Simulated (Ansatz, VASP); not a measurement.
**CaO in VASP and in Ansatz**

Contents of INCAR:

```
PREC = Accurate
ENCUT = 520
EDIFF = 1E-6
ISMEAR = 0
SIGMA = 0.05
LREAL = False
LASPH = True
NELM = 60
ALGO = Normal
ISIF = 2
LWAVE = False
LCHARG = True
GGA = PE
LELF = True
LVHAR = True
NBANDS = 15
```

File KPOINTS:

```
Automatic mesh
0
Gamma
  8 8 8
```

The input POSCAR:

```
CaO
1.0
    0.0000000000      2.4490000000      2.4490000000
    2.4490000000      0.0000000000      2.4490000000
    2.4490000000      2.4490000000      0.0000000000
Ca O
1 1
Direct
    0.0357288689      0.0357288689     -0.0357288689
    0.5000000000      0.5000000000      0.5000000000
```

Input for Ansatz:

```yaml
crystal:
  lattice:
    - [0.0, 2.449, 2.449]
    - [2.449, 0.0, 2.449]
    - [2.449, 2.449, 0.0]
  atoms:
    - { symbol: Ca, position: [0.0357288689, 0.0357288689, -0.0357288689] }
    - { symbol: O, position: [0.5, 0.5, 0.5] }
basis:
  ecutwfc: 420
kpoints:
  mp_grid: { grid: [8, 8, 8] }
hamiltonian:
  xc: pbe
scf:
  occupations: { method: gaussian, width: 0.05 }
output:
  forces: true
  stress: true
  eigenvalues: true
```

Change from the starting cell: all Ca atoms moved +0.175 Å, as atom 1 along Cartesian [0 0 1].

Alike in both runs: task single point; functional PBE; k mesh 8 × 8 × 8; occupations gaussian, width 0.05 eV; no spin polarisation.

|  | VASP | Ansatz |
| --- | --- | --- |
| version | VASP 6.6.1 | Ansatz 0.2.0 |
| potentials or method | VASP PAW PBE potentials, release 64 (Ca_sv, O) | scalar-relativistic, plane waves, PAW |
| plane-wave cutoff (eV) | 520 | 420 |
| valence electrons in the cell | 16 | 16 |

```csv
,VASP,Ansatz,Ansatz less VASP
gap on the k mesh at the Fermi level (eV),3.74,3.76,+0.015
least direct gap on the mesh (eV),4.05,4.07,+0.016
pressure (GPa),-2.4,-2.9,-0.48
largest component of the traceless stress (GPa),2.49,2.38,-0.112
rms of the force components (eV/Å),0.283,0.268,-0.0144
```

Atom by atom the forces differ by 0.014 eV/Å (rms over components). With one functional, cell and mesh, what is left measures potentials, basis and numerics.

A k mesh can miss the band edges.
